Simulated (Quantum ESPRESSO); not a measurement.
# GaN: dielectric tensor and Born charges under several settings

```
Ga N
1.0
     3.18000    0.00000    0.00000
    -1.59000    2.75396    0.00000
     0.00000    0.00000    5.16600
Ga N
2 2
Direct
  0.66667 0.33333 0.50000
  0.33333 0.66667 0.00000
  0.66667 0.33333 0.87500
  0.33333 0.66667 0.37500
```

All runs used Quantum ESPRESSO 7.5; k mesh 6 × 6 × 4, shifted; given cell; no spin polarisation; cutoff 762 eV; occupations smeared at first, fixed for the response.

```tsv
level	potentials	pressure (GPa)	sum of the Born charges (e)
LDA	GBRV 1.5 LDA	-3.7	-0.08
PBE	GBRV 1.5 PBE	7.6	-0.07
PBEsol	GBRV 1.5 PBEsol	1.5	-0.08
WC	GBRV 1.5 PBE	?	?
BLYP	GBRV 1.5 PBE	14.0	-0.07
AM05	GBRV 1.5 PBE	1.8	-0.08
```

Q: What stands in the row left open?

A: Pressure 2.1 GPa; sum of the Born charges -0.08 e.

Caveats: the cell is more than 3 GPa from zero pressure, which shifts response properties (some runs); the potentials were made for another functional, which shifts forces and pressure (some runs).

For the row left open. Caveat: the mesh is thin for the dielectric tensor, Born charges and intensities, which usually come out too large; the potentials were made for another functional, which shifts forces and pressure; the Born charges break their sum rule by 0.08 e, a sign of too thin a mesh.
